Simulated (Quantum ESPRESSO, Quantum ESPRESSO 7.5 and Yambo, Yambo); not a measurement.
**NaCl (Fm-3m): G0W0 with Yambo, start to end**

How does a plane-wave GW calculation on NaCl (Fm-3m) run from the first input to the gap?

Program: Quantum ESPRESSO 7.5 and Yambo 5.3.0. Level of theory: PBE and many-body steps on it, plane waves. Results are calculated unless marked as measured.

Report form: the programs' logs are mostly left out.

The database entry behind the starting cell differs from later determinations by our own check (an axis about 0.4 % short against later determinations), so it need not match the best structure at ambient conditions.

## (1) Starting point

Symmetry: Fm-3m, No. 225, cubic system. Conventional cell: a = 5.620 Å, b = 5.620 Å, c = 5.620 Å, α = 90.00°, β = 90.00°, γ = 90.00°. Na has 6 Cl at 2.81 Å nearest. Cl has 6 Na at 2.81 Å nearest. Farther neighbours and most contacts between anions are not listed.

The cell and positions come from the Crystallography Open Database and are kept as given unless a step says otherwise.

## (2) Ground state

This step: Quantum ESPRESSO 7.5; DFT, PBE, plane waves, norm-conserving pseudopotentials.

The ground-state density comes first.

pw.in

```
&control
  calculation = 'scf'
  prefix = 'x'
  outdir = 'o'
  pseudo_dir = 'pseudo'
/
&system
  ibrav = 0
  nat = 2
  ntyp = 2
  ecutwfc = 76.0
  nbnd = 13
  force_symmorphic = .true.
/
&electrons
  conv_thr = 1e-10
  electron_maxstep = 80
  mixing_beta = 0.5
/
ATOMIC_SPECIES
  Na 22.99 Na.upf
  Cl 35.45 Cl.upf
CELL_PARAMETERS angstrom
  0.0000000000 2.8100000000 2.8100000000
  2.8100000000 0.0000000000 2.8100000000
  2.8100000000 2.8100000000 0.0000000000
ATOMIC_POSITIONS crystal
  Na 0.0000000000 0.0000000000 0.0000000000
  Cl 0.5000000000 0.5000000000 0.5000000000
K_POINTS automatic
  6 6 6 0 0 0
```

Command:

```console
> OMP_NUM_THREADS=1 mpirun -n 4 pw.x -nk 4 -in pw.in > pw.out
```

Wall time 4.3 s (4 MPI ranks of Arm Neoverse V1, shared host); peak memory 0.24 GiB.

Numbers from this step:

```
total energy               : -1693.8040 eV
gap                        : 5.150 eV
k of the valence top       : 0, 0, 0
k of the conduction bottom : 0, 0, 0
least direct gap           : 5.150 eV
```

The gap is direct, at Γ.

## (3) Bands along the symmetry lines

The cheap functional maps the bands first; the places of the edges decide which points the dearer methods must see.

pw.in

```
&control
  calculation = 'bands'
  prefix = 'x'
  outdir = 'o'
  pseudo_dir = 'pseudo'
/
&system
  ibrav = 0
  nat = 2
  ntyp = 2
  ecutwfc = 76.0
  nbnd = 14
  force_symmorphic = .true.
/
&electrons
  conv_thr = 1e-9
  electron_maxstep = 80
  diago_full_acc = .true.
  diago_thr_init = 5e-6
/
ATOMIC_SPECIES
  Na 22.99 Na.upf
  Cl 35.45 Cl.upf
CELL_PARAMETERS angstrom
  0.0000000000 2.8100000000 2.8100000000
  2.8100000000 0.0000000000 2.8100000000
  2.8100000000 2.8100000000 0.0000000000
ATOMIC_POSITIONS crystal
  Na 0.0000000000 0.0000000000 0.0000000000
  Cl 0.5000000000 0.5000000000 0.5000000000
K_POINTS crystal
  50
  0.00000000 0.00000000 0.00000000 1
  0.06250000 0.00000000 0.06250000 1
  0.12500000 0.00000000 0.12500000 1
  0.18750000 0.00000000 0.18750000 1
  0.25000000 0.00000000 0.25000000 1
  0.31250000 0.00000000 0.31250000 1
  0.37500000 0.00000000 0.37500000 1
  0.43750000 0.00000000 0.43750000 1
  0.50000000 0.00000000 0.50000000 1
  0.51562500 0.03125000 0.51562500 1
  0.53125000 0.06250000 0.53125000 1
  0.54687500 0.09375000 0.54687500 1
  0.56250000 0.12500000 0.56250000 1
  0.57812500 0.15625000 0.57812500 1
  0.59375000 0.18750000 0.59375000 1
  0.60937500 0.21875000 0.60937500 1
  0.62500000 0.25000000 0.62500000 1
  0.37500000 0.37500000 0.75000000 1
  0.32812500 0.32812500 0.65625000 1
  0.28125000 0.28125000 0.56250000 1
  0.23437500 0.23437500 0.46875000 1
  0.18750000 0.18750000 0.37500000 1
  0.14062500 0.14062500 0.28125000 1
  0.09375000 0.09375000 0.18750000 1
  0.04687500 0.04687500 0.09375000 1
  0.00000000 0.00000000 0.00000000 1
  0.06250000 0.06250000 0.06250000 1
  0.12500000 0.12500000 0.12500000 1
  0.18750000 0.18750000 0.18750000 1
  0.25000000 0.25000000 0.25000000 1
  0.31250000 0.31250000 0.31250000 1
  0.37500000 0.37500000 0.37500000 1
  0.43750000 0.43750000 0.43750000 1
  0.50000000 0.50000000 0.50000000 1
  0.50000000 0.46875000 0.53125000 1
  0.50000000 0.43750000 0.56250000 1
  0.50000000 0.40625000 0.59375000 1
  0.50000000 0.37500000 0.62500000 1
  0.50000000 0.34375000 0.65625000 1
  0.50000000 0.31250000 0.68750000 1
  0.50000000 0.28125000 0.71875000 1
  0.50000000 0.25000000 0.75000000 1
  0.50000000 0.21875000 0.71875000 1
  0.50000000 0.18750000 0.68750000 1
  0.50000000 0.15625000 0.65625000 1
  0.50000000 0.12500000 0.62500000 1
  0.50000000 0.09375000 0.59375000 1
  0.50000000 0.06250000 0.56250000 1
  0.50000000 0.03125000 0.53125000 1
  0.50000000 0.00000000 0.50000000 1
```

It took 4.6 s on 4 MPI ranks; peak memory 0.21 GiB.

Numbers from this step:

```yaml
gap: 5.150 eV
k_of_the_valence_top: 0, 0, 0
k_of_the_conduction_bottom: 0, 0, 0
least_direct_gap: 5.150 eV
```

The gap is 5.150 eV, as in the run before at this level.

Electronic bands along the path, in eV, zero at the top of the highest filled band; v1 is the highest filled band, c1 the lowest empty one:

```
    point      v4     v3     v2     v1    c1     c2     c3     c4
        Γ  -12.68   0.00   0.00   0.00  5.15  11.06  11.06  11.06
  halfway  -12.47  -1.08  -0.32  -0.32  7.13   9.10  10.83  12.41
        X  -12.29  -1.69  -0.61  -0.61  7.55   8.05  11.40  14.88
  halfway  -12.28  -1.62  -0.77  -0.58  7.79   8.33  11.15  13.72
        U  -12.28  -1.43  -1.13  -0.50  8.24   9.04  10.59  12.74
jump to K  -12.28  -1.43  -1.13  -0.50  8.24   9.04  10.59  12.74
  halfway  -12.45  -1.24  -0.47  -0.16  7.32   9.68  10.76  11.84
        Γ  -12.68   0.00   0.00   0.00  5.15  11.06  11.06  11.06
  halfway  -12.51  -1.11  -0.14  -0.14  6.62  10.01  11.34  11.34
        L  -12.34  -1.95  -0.27  -0.27  7.28  10.72  10.92  10.92
  halfway  -12.30  -1.67  -0.77  -0.42  8.34   9.55  10.28  11.69
        W  -12.27  -1.20  -1.20  -0.76  8.85   9.71   9.71  11.37
  halfway  -12.28  -1.55  -0.80  -0.69  8.07   8.54  10.89  12.75
        X  -12.29  -1.69  -0.61  -0.61  7.55   8.05  11.40  14.88
```

## (4) Empty states on the mesh, 4×4×4 mesh, 108 bands

The sums over transitions need many empty states on a uniform mesh; this step solves for them.

pw.in

```
&control
  calculation = 'nscf'
  prefix = 'x'
  outdir = 'o'
  pseudo_dir = 'pseudo'
/
&system
  ibrav = 0
  nat = 2
  ntyp = 2
  ecutwfc = 76.0
  nbnd = 108
  force_symmorphic = .true.
/
&electrons
  conv_thr = 1e-9
  electron_maxstep = 80
  diago_full_acc = .true.
  diago_thr_init = 5e-6
/
ATOMIC_SPECIES
  Na 22.99 Na.upf
  Cl 35.45 Cl.upf
CELL_PARAMETERS angstrom
  0.0000000000 2.8100000000 2.8100000000
  2.8100000000 0.0000000000 2.8100000000
  2.8100000000 2.8100000000 0.0000000000
ATOMIC_POSITIONS crystal
  Na 0.0000000000 0.0000000000 0.0000000000
  Cl 0.5000000000 0.5000000000 0.5000000000
K_POINTS automatic
  4 4 4 0 0 0
```

The job ended after 6.8 s (4 MPI ranks; peak memory 0.32 GiB).

Numbers from this step:

```
gap                                                           : 5.150 eV
k of the valence top                                          : 0, 0, 0
k of the conduction bottom                                    : 0, 0, 0
least direct gap                                              : 5.150 eV
k points computed                                             : 8
lowest point of the top converged band, above the valence top : 91.7034 eV
```

On this mesh the gap is 5.150 eV.

## (5) Conversion and set-up

This step: Yambo 5.3.0; conversion and set-up on PBE, plane waves, norm-conserving pseudopotentials.

The states are converted to the many-body program's format and the q mesh is built.

Command:

```console
> (cd o/x.save; p2y > p2y.log; mv SAVE ../..); yambo > setup.log
```

It took 2.3 s on 1 MPI rank; peak memory 0.24 GiB.

## (6) Screening and self-energy, 4×4×4 mesh, 108 bands, screening to 163.3 eV

Now the one-shot GW correction: screening in the RPA, then the self-energy of the levels asked for.

This step: G0W0 on PBE, plane waves, norm-conserving pseudopotentials.

gw1.in

```
HF_and_locXC
gw0
dyson
ppa
em1d
rim_cut
RandQpts= 1000000
RandGvec= 1 RL
EXXRLvcs= 76 Ry
VXCRLvcs= 304 Ry
Chimod= "HARTREE"
% BndsRnXp
 1 | 108 |
%
NGsBlkXp= 12 Ry
% LongDrXp
 1 | 1 | 1 |
%
% GbndRnge
 1 | 108 |
%
DysSolver= "n"
ExtendOut
PPAPntXp= 27.21138 eV
% QPkrange
 1 | 8 | 6 | 12 |
%
```

Command:

```console
> OMP_NUM_THREADS=1 mpirun -n 4 yambo -F gw1.in -J gw1 -C gw1 > gw1.log
```

Run time: 3.9 min. Hardware: 4 MPI ranks; peak memory 1.5 GiB; 16 min of CPU time.

Numbers from this step:

```
G0W0 gap on the mesh                         : 8.046 eV
starting gap on the mesh                     : 5.150 eV
k of the valence top                         : 0, 0, 0
k of the conduction bottom                   : 0, 0, 0
least direct G0W0 gap on the computed points : 8.046 eV
Z at the valence top                         : 0.8157
Z at the conduction bottom                   : 0.8679
```

The gap on the mesh goes from 5.15 eV to 8.05 eV, a correction of +2.90 eV.

Limits: finite bands, cutoff and mesh; coarse k mesh. v1 is the top filled band, c1 the lowest empty one. The levels before and after the correction (eV, zero at the valence-band top of each column):

|  | conduction bottom | valence top |
| --- | --- | --- |
| Kohn-Sham | 5.15 | 0.00 |
| G0W0 | 8.05 | 0.00 |

|  | level | energy (eV) |
| --- | --- | --- |
| Kohn-Sham | Γ v3-v1 | 0.000 |
| Kohn-Sham | Γ c1 | 5.150 |
| Kohn-Sham | Γ c2-c4 | 11.062 |
| G0W0 | Γ v3-v1 | 0.000 |
| G0W0 | Γ c1 | 8.046 |
| G0W0 | Γ c2-c4 | 14.446 |

## (7) Where the time went

Times are wall times on the hardware named with each run, good to a factor of about two.

```
                          step     time  share  memory (GiB)
                  ground state    4.3 s    2 %          0.24
bands along the symmetry lines    4.6 s    2 %          0.21
      empty states on the mesh    6.8 s    3 %          0.32
         conversion and set-up    2.3 s    1 %          0.24
     screening and self-energy  3.9 min   93 %           1.5
```

## (8) Summary of results

```json
{
 "PBE gap": "5.15 eV, direct",
 "G0W0 gap on the mesh": "8.05 eV",
 "GW settings": "4×4×4 mesh, 108 bands, screening to 163.3 eV, Godby-Needs plasmon pole",
 "known limits": "not at the basis limit; coarse k mesh"
}
```

G0W0 moves the gap on the mesh from 5.15 eV to 8.05 eV (+2.90 eV), with Z of 0.82 and 0.87 at the edges. The dearest step here is «screening and self-energy». Bands and cutoff are finite, so the gap is not at the basis limit. The miss can reach some tenths of an eV and take either sign; the mesh is an error of its own. The 4×4×4 mesh is coarse for this cell, which bears on the long-range parts of exchange and screening.

[Paths, hosts, dates, memory and timing lines, banners, echoed tables and standing remarks are left out of the program output.]

[Logs are printed without paths, hosts, clocks, repeated set-up lines and the standing remarks that a program may print on its own settings, such as how far it seeks lower states.]

[Runs of the session that timed out or met a known fault of the program may be left out.]

[Hosts, paths, dates, database ids (printed as entryN), source tags and the programs' standing remarks are cut or masked in the printed files.]
